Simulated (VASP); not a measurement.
Write the native input for VASP 6.6.1 that does the following.

- Task: single point
- Functional: LDA
- Potentials or basis: VASP PAW LDA potentials, release 64 (Ga_d, N)
- Cutoff: 520 eV
- k mesh: 14 × 14 × 14
- Occupations: gaussian, width 0.03 eV
- Spin: no spin polarisation
- Dipole correction: no
- Further INCAR settings: ALGO = Fast; EDIFF = 1e-06; NBANDS = 16

The structure of GaN lies in POSCAR:

```
GaN
1.0
    0.0000000000      2.0711779500      2.1992920500
    2.0711779500      0.0000000000      2.1992920500
    2.0711779500      2.0711779500      0.0000000000
Ga N
1 1
Direct
    0.0000000000      0.0000000000      0.0000000000
    0.5000000000      0.5000000000      0.5000000000
```

Measurements of this composition are mostly on another form, of space group No. 186.

The cell isn't the ideal one: strain -0.030 along x and y, +0.030 along z, atoms carried along.

One way to write it, as run:

INCAR

```
PREC = Accurate
ENCUT = 520
EDIFF = 1E-6
ISMEAR = 0
SIGMA = 0.03
LREAL = False
LASPH = True
NELM = 100
ALGO = Fast
ISIF = 2
LWAVE = False
LCHARG = True
LELF = True
LVHAR = True
NBANDS = 16
```

KPOINTS

```
regular mesh
0
Gamma
  14 14 14
```

Potentials or basis: VASP PAW LDA potentials, release 64 (Ga_d, N).

Launch:

```sh
$ cat potpaw_LDA.64/Ga_d/POTCAR potpaw_LDA.64/N/POTCAR > POTCAR
$ mpirun -np 1 vasp_std > vasp.out
```

Results of the run:

| Quantity | Value |
| --- | --- |
| Pressure | -4.9 GPa |
| Band gap on the k mesh | 0.18 eV, indirect (least direct gap 2.54 eV) |

Wall time 100 s on 1 thread of AMD EPYC 7R43 64-Core Processor (Zen 3) (shared host), peak memory 0.14 GiB.
